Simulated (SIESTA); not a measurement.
Crystal: BN.

```
N B
1.0
     2.50804    0.00000    0.00000
    -1.24671    2.17623    0.00000
    -0.63067   -1.08812    3.02254
N B
1 1
Cartesian
  0.6410 -0.3484 2.9772
  1.2297 2.1384 0.0055
```

The cell comes from a database or a generator and needn't be the stable form of this composition.

Base run:

```yaml
Program: SIESTA 5.4.2
Functional: LDA
Potentials_or_basis: PseudoDojo 0.4 standard (LDA files)
Basis: DZP (energy shift 0.003 Ry)
Grid_cutoff: 800 Ry
Energy_shift: 0.003 Ry
k_mesh: 13 × 13 × 9
Occupations: fermi-dirac, width 0.05 eV
Spin: no spin polarisation
```

Its results: band gap on the k mesh 2.64 eV, indirect (least direct gap 4.37 eV); pressure 0.1 GPa; largest force 2.949 eV/Å.

**Question.** The run is repeated on the same cell with these changes: functional from LDA to PBEsol; potentials or basis from PseudoDojo 0.4 standard (LDA files) to PseudoDojo 0.4 standard (PBEsol files). What comes out?

**Answer.** Band gap on the k mesh 2.70 eV, indirect (least direct gap 4.43 eV); pressure 6.4 GPa; largest force 3.013 eV/Å.

Caveats: the basis of atomic orbitals isn't converged, which shifts pressures, moduli and gaps; forces of over 1 eV/Å show positions far from the minimum, so gaps and moduli don't describe the material at rest.

A k mesh can miss the band edges.
